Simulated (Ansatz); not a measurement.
Pb under changes of volume

One of the cells (30.323 Å³/atom); the others are scaled copies at fixed shape and fractional positions:

```
CELL_PARAMETERS angstrom
0.00000 2.47502 2.47502
2.47502 0.00000 2.47502
2.47502 2.47502 0.00000
ATOMIC_POSITIONS crystal
Pb 0.00000 0.00000 0.00000
```

- Program: Ansatz 0.2.0
- Functional: r2SCAN
- Dispersion: rVV10
- Potentials or basis: Ansatz PAW
- Cutoff: 500 eV (not typed: the program's choice for these potentials)
- k mesh: 9 × 9 × 9
- Occupations: fermi-dirac, width 0.05 eV
- Spin: no spin polarisation

```csv
volume (Å³/atom),energy over the lowest point (meV/atom),pressure (GPa)
28.503,19.59,3.6
29.110,8.45,2.3
29.716,2.08,1.1
30.323,0.00,0.0
30.929,1.75,-0.9
31.535,?,?
32.142,14.85,-2.4
```

**Question.** What does the run at 31.535 Å³/atom give?

**Answer.** Energy over the lowest point 6.86 meV/atom; pressure -1.7 GPa.

Worked out: A Birch-Murnaghan fit of order 3 (a polynomial in V^(-2/3)) to the other rows has its minimum at 30.34 Å³/atom with B0 = V·E''(V) = 50 GPa and B' = 5.0. It gives 6.80 meV/atom at 31.535 Å³/atom, against the run's 6.86, and -dE/dV = -1.7 GPa, against -1.7.

Energies are extrapolated to zero smearing.

Caveats: the PAW data sets come from PBE, with cores solved anew for the run's functional, which leaves a small shift of forces and pressure.
